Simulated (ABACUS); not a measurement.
The system is GaSb.

```
Sb Ga
1.0
     0.00000    3.05900    3.05900
     3.05900    0.00000    3.05900
     3.05900    3.05900    0.00000
Sb Ga
1 1
Cartesian
  4.5885 4.5885 4.5885
  0.0000 0.0000 0.0000
```

Base run:

| Item | Value |
| --- | --- |
| Program | ABACUS 3.10.1 |
| Functional | WC |
| Potentials or basis | PseudoDojo NC SR 0.4.1 PBE standard |
| Cutoff | 1102 eV |
| Density cutoff | 4408 eV |
| Basis | plane waves |
| k mesh | 6 × 6 × 6 |
| Occupations | fermi-dirac, width 0.05 eV |
| Spin | no spin polarisation |

Its results: band gap on the k mesh none (metal or under the smearing width); pressure 0.1 GPa.

Q: After a change of settings the same cell gave: band gap on the k mesh none (metal or under the smearing width); pressure 2.3 GPa. Which change was it?
A. functional from WC to PBEsol; potentials or basis from PseudoDojo NC SR 0.4.1 PBE standard to GBRV ultrasoft 1.5 PBE; cutoff from 1102 eV to 544 eV; density cutoff from 4408 eV to 4354 eV; valence electrons from 28 to 34
B. functional from WC to AM05; potentials or basis from PseudoDojo NC SR 0.4.1 PBE standard to PseudoDojo NC SR 0.5 PBE standard
C. functional from WC to PW91; potentials or basis from PseudoDojo NC SR 0.4.1 PBE standard to Ansatz NC PBE

A: C.

Caveats: the potentials were made for another functional, which shifts forces and pressure; this crystal is a semiconductor, whose small gap the functional closes, so the metal is an error of the method.

Not every run made on this cell is shown here.
